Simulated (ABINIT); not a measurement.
# PtSe2 (Sudovikovite) (P-3m1) in ABINIT: further runs, part 2 of 2

ABINIT 10.8.3 (patched build).

### Step 3. Band structure, BLYP

Input file run.abi:

```
ndtset 2

pp_dirpath "./"
pseudos "Pt.GGA_PBE-JTH.xml, Se.GGA_PBE-JTH.xml"

acell 3.724 3.724 5.062 Angstrom
rprim
     1.0000000000     0.0000000000     0.0000000000
    -0.5000000000     0.8660254038     0.0000000000
     0.0000000000     0.0000000000     1.0000000000
ntypat 2
znucl 78 34
natom 3
typat 1 2 2
xred
     0.0000000000     0.0000000000     0.0000000000
     0.6666666667     0.3333333333     0.7500000000
     0.3333333333     0.6666666667     0.2500000000

ecut 20.0
pawecutdg 40.0

ixc -106131

occopt 3
tsmear 0.00183747

nstep 100

iomode 3
prtwf 0
prteig 0
prtebands 0
prtden1 1

kptopt1 1
ngkpt1 8 8 5
nshiftk1 1
shiftk1 0.0 0.0 0.0
nband1 15
tolvrs1 1.0e-9

iscf2 -2
getden2 1
nband2 19
nbdbuf2 2
tolwfr2 1.0e-12
kptopt2 -7
ndivsm2 8
prteig2 1
kptbounds2
     0.0000000000     0.0000000000     0.0000000000
     0.5000000000     0.0000000000     0.0000000000
     0.3333333333     0.3333333333     0.0000000000
     0.0000000000     0.0000000000     0.0000000000
     0.0000000000     0.0000000000     0.5000000000
     0.5000000000     0.0000000000     0.5000000000
     0.3333333333     0.3333333333     0.5000000000
     0.0000000000     0.0000000000     0.5000000000
```

Potentials or basis: JTH PAW PBE v2.0.

Run with:

```
> abinit run.abi > log 2>&1
```

run.abo:

```text
.Version 10.8.3 of ABINIT
 DATASET    1 : space group P-3 m 1 (#164); Bravais hP (primitive hexag.)
================================================================================
 Values of the parameters that define the memory need for DATASET  1.
     intxc =       0    ionmov =       0      iscf =      17    lmnmax =      18
     lnmax =       6     mgfft =      40  mpssoang =       3    mqgrid =    3001
     natom =       3  nloc_mem =       2    nspden =       1   nspinor =       1
    nsppol =       1      nsym =      12    n1xccc =       1    ntypat =       2
    occopt =       3   xclevel =       2
       mpw =        1781          nfft =       36000          nkpt =          40
 PAW method is used; the additional fine FFT grid is defined by:
   mgfftf=        60    nfftf =    121500
================================================================================
================================================================================

 DATASET    2 : space group P-3 m 1 (#164); Bravais hP (primitive hexag.)
================================================================================
 Values of the parameters that define the memory need for DATASET  2.
     intxc =       0    ionmov =       0      iscf =      -2    lmnmax =      18
     lnmax =       6     mgfft =      40  mpssoang =       3    mqgrid =    3001
     natom =       3  nloc_mem =       2    nspden =       1   nspinor =       1
    nsppol =       1      nsym =      12    n1xccc =       1    ntypat =       2
    occopt =       3   xclevel =       2
       mpw =        1783          nfft =       36000          nkpt =          86
 PAW method is used; the additional fine FFT grid is defined by:
   mgfftf=        60    nfftf =    121500
================================================================================
================================================================================

--------------------------------------------------------------------------------
------------- Echo of variables that govern the present computation ------------
--------------------------------------------------------------------------------
 -outvars: echo values of preprocessed input variables --------
            acell      7.0373400929E+00  7.0373400929E+00  9.5657936493E+00 Bohr
              amu      1.95080000E+02  7.89600000E+01
             ecut      2.00000000E+01 Hartree
           getden1          0
           getden2          1
             iscf1         17
             iscf2         -2
                       outvar_i_n : Printing only first  50 k-points.
              ixc     -106131
           jdtset        1    2
                       outvar_i_n : Printing only first  50 k-points.
           kptopt1          1
           kptopt2         -7
         kptrlatt        8    0    0      0    8    0      0    0    5
          kptrlen1     4.78289682E+01
          kptrlen2     3.00000000E+01
            natom           3
            nband1         15
            nband2         19
           nbdbuf1          0
           nbdbuf2          2
           ndtset           2
           ndivsm1          0
           ndivsm2          8
            ngfft          30      30      40
          ngfftdg          45      45      60
             nkpt1         40
             nkpt2         86
            nstep         100
             nsym          12
           ntypat           2
           occopt           3
        pawecutdg      4.00000000E+01 Hartree
         pawxcdev           0
        prtebands           0
           prteig1          0
           prteig2          1
            prtwf           0
            rprim      1.0000000000E+00  0.0000000000E+00  0.0000000000E+00
[... 957 lines left out ...]
 -4.0166E-01 -3.6151E-01 -8.0761E-02 -8.0761E-02 -4.4433E-02  5.9357E-03
  5.9357E-03  4.7590E-02  9.1345E-02  9.9759E-02  9.9759E-02  2.3762E-01
  2.3762E-01  3.4043E-01  3.8721E-01  4.1013E-01  4.1013E-01  5.0424E-01
  5.1631E-01

--- !ResultsGS
iteration_state: {dtset: 2, }
comment   : Summary of ground state results
lattice_vectors:
- [  7.0373401,   0.0000000,   0.0000000, ]
- [ -3.5186700,   6.0945153,   0.0000000, ]
- [  0.0000000,   0.0000000,   9.5657936, ]
lattice_lengths: [   7.03734,    7.03734,    9.56579, ]
lattice_angles: [ 90.000,  90.000, 120.000, ] # degrees, (23, 13, 12)
lattice_volume:   4.1026902E+02
convergence: {deltae:  0.000E+00, res2:  0.000E+00, residm:  9.999E-13, diffor:  0.000E+00, }
etotal    :  -4.60945607E+01
entropy   :   0.00000000E+00
fermie    :   1.56523728E-01
cartesian_stress_tensor: null
pressure_GPa: null
xred      :
- [  0.0000E+00,   0.0000E+00,   0.0000E+00, Pt]
- [  6.6667E-01,   3.3333E-01,   7.5000E-01, Se]
- [  3.3333E-01,   6.6667E-01,   2.5000E-01, Se]
cartesian_forces: null
force_length_stats: {min: null, max: null, mean: null, }
...

 Integrated electronic density in atomic spheres:
 ------------------------------------------------
 Atom  Sphere_radius  Integrated_density
    1        2.51622          8.75064617
    2        2.21132          3.97400717
    3        2.21132          3.97400717

================================================================================

 ----iterations are completed or convergence reached----

 Mean square residual over all n,k,spin=   69.858E-14; max=  99.990E-14
 reduced coordinates (array xred) for    3 atoms
       0.000000000000      0.000000000000      0.000000000000
       0.666666666667      0.333333333333      0.750000000000
       0.333333333333      0.666666666667      0.250000000000

 cartesian coordinates (angstrom) at end:
    1      0.00000000000000     0.00000000000000     0.00000000000000
    2      1.86200000000000     1.07502620125040     3.79650000000000
    3     -0.00000000000000     2.15005240250080     1.26550000000000
 length scales=  7.037340092881  7.037340092881  9.565793649345 bohr
              =  3.724000000000  3.724000000000  5.062000000000 angstroms
 Eigenvalues (hartree) for nkpt=  86  k points:
 kpt#   1, nband= 19, wtk=  1.00000, kpt=  0.0000  0.0000  0.0000 (reduced coord)
  -0.42273   -0.32219   -0.10691   -0.08265   -0.08265    0.00705    0.00705    0.05965
   0.11579    0.11579    0.16923    0.20682    0.20682    0.29739    0.31065    0.43058
   0.43058    0.61099    0.62087
 kpt#   2, nband= 19, wtk=  1.00000, kpt=  0.0357  0.0000  0.0000 (reduced coord)
  -0.42221   -0.32243   -0.10628   -0.08230   -0.08224    0.00641    0.00666    0.05865
   0.11351    0.11534    0.16777    0.20568    0.20692    0.30160    0.31387    0.42831
   0.43236    0.59211    0.60104
 kpt#   3, nband= 19, wtk=  1.00000, kpt=  0.0714  0.0000  0.0000 (reduced coord)
  -0.42066   -0.32314   -0.10442   -0.08128   -0.08105    0.00441    0.00556    0.05559
   0.10760    0.11389    0.16313    0.20358    0.20730    0.31244    0.32300    0.42254
   0.43754    0.56407    0.58527
 kpt#   4, nband= 19, wtk=  1.00000, kpt=  0.1071  0.0000  0.0000 (reduced coord)
  -0.41810   -0.32429   -0.10136   -0.07962   -0.07906    0.00074    0.00391    0.05045
   0.10022    0.11128    0.15517    0.20252    0.20821    0.32626    0.33625    0.41623
   0.44557    0.53781    0.56356
 kpt#   5, nband= 19, wtk=  1.00000, kpt=  0.1429  0.0000  0.0000 (reduced coord)
[... 313 lines left out ...]
   0.06090    0.10341    0.13123    0.20536    0.22330    0.36175    0.36470    0.42808
   0.43280    0.46936    0.52836
 kpt#  84, nband= 19, wtk=  1.00000, kpt=  0.0417  0.0417  0.5000 (reduced coord)
  -0.39964   -0.36121   -0.08303   -0.07951   -0.04346    0.00294    0.00376    0.05391
   0.06709    0.10147    0.12180    0.22106    0.23089    0.35214    0.37374    0.42002
   0.42066    0.48131    0.52728
 kpt#  85, nband= 19, wtk=  1.00000, kpt=  0.0208  0.0208  0.5000 (reduced coord)
  -0.40115   -0.36144   -0.08137   -0.08044   -0.04417    0.00516    0.00541    0.04923
   0.08064    0.10020    0.10990    0.23298    0.23589    0.34388    0.38274    0.41280
   0.41336    0.49517    0.52038
 kpt#  86, nband= 19, wtk=  1.00000, kpt=  0.0000  0.0000  0.5000 (reduced coord)
  -0.40166   -0.36151   -0.08076   -0.08076   -0.04443    0.00594    0.00594    0.04759
   0.09134    0.09976    0.09976    0.23762    0.23762    0.34043    0.38721    0.41013
   0.41013    0.50424    0.51631

== END DATASET(S) ==============================================================
================================================================================

 -outvars: echo values of variables after computation  --------
            acell      7.0373400929E+00  7.0373400929E+00  9.5657936493E+00 Bohr
           etotal1    -4.6094560663E+01
            fcart1    -0.0000000000E+00 -2.3563439957E-28 -0.0000000000E+00
                      -0.0000000000E+00 -2.3563439957E-28 -2.1511976130E-02
                      -0.0000000000E+00  4.7126879914E-28  2.1511976130E-02
            rprim      1.0000000000E+00  0.0000000000E+00  0.0000000000E+00
                      -5.0000000000E-01  8.6602540380E-01  0.0000000000E+00
                       0.0000000000E+00  0.0000000000E+00  1.0000000000E+00
           strten1    -5.4245444552E-04 -5.4245444595E-04 -4.4457662154E-04
                       0.0000000000E+00  0.0000000000E+00  0.0000000000E+00
           xangst      0.0000000000E+00  0.0000000000E+00  0.0000000000E+00
                       1.8620000000E+00  1.0750262013E+00  3.7965000000E+00
                      -4.7130603527E-17  2.1500524025E+00  1.2655000000E+00
             xred      0.0000000000E+00  0.0000000000E+00  0.0000000000E+00
                       6.6666666667E-01  3.3333333333E-01  7.5000000000E-01
                       3.3333333333E-01  6.6666666667E-01  2.5000000000E-01
 Calculation completed.
```

Run time: 2.3 min. Hardware: 1 thread of Arm Neoverse V1, shared host; peak memory 0.15 GiB.

What came out:

```yaml
Free_energy: -1254.2969 eV
Pressure: 15.0 GPa
Largest_force: 1.106 eV/Å
Band_gap_on_the_k_mesh: none (metal or under the smearing width)
```

Forces on the atoms (eV/Å):
```
Pt   0.000  0.000  0.000
Se   0.000  0.000 -1.106
Se   0.000  0.000  1.106
```

Stress tensor (GPa, compression positive):
```
15.96  0.00  0.00
 0.00 15.96  0.00
 0.00  0.00 13.08
```

Levels at the corners of the path, in eV from the Fermi level:
```tsv
point	band 8	band 9	band 10	band 11	band 12	band 13	band 14	band 15
Γ	-2.64	-1.11	-1.11	0.35	1.37	1.37	3.83	4.19
M	-3.57	-3.54	-3.48	-3.04	0.61	2.25	4.80	6.03
K	-3.82	-2.70	-1.88	-1.88	-0.02	-0.02	4.08	7.80
Γ	-2.64	-1.11	-1.11	0.35	1.37	1.37	3.83	4.19
A	-2.96	-1.77	-1.54	-1.54	2.21	2.21	5.00	6.28
L	-3.58	-3.28	-2.84	-1.40	0.92	1.42	4.56	5.00
H	-4.16	-3.72	-2.57	-2.57	1.93	1.93	6.47	7.47
A	-2.96	-1.77	-1.54	-1.54	2.21	2.21	5.00	6.28
```

Caveat: the PAW data sets were made with another functional, which shifts forces and pressure a little; spin-orbit coupling is left out, which moves the levels of the heavy elements; the atomic spheres overlap.
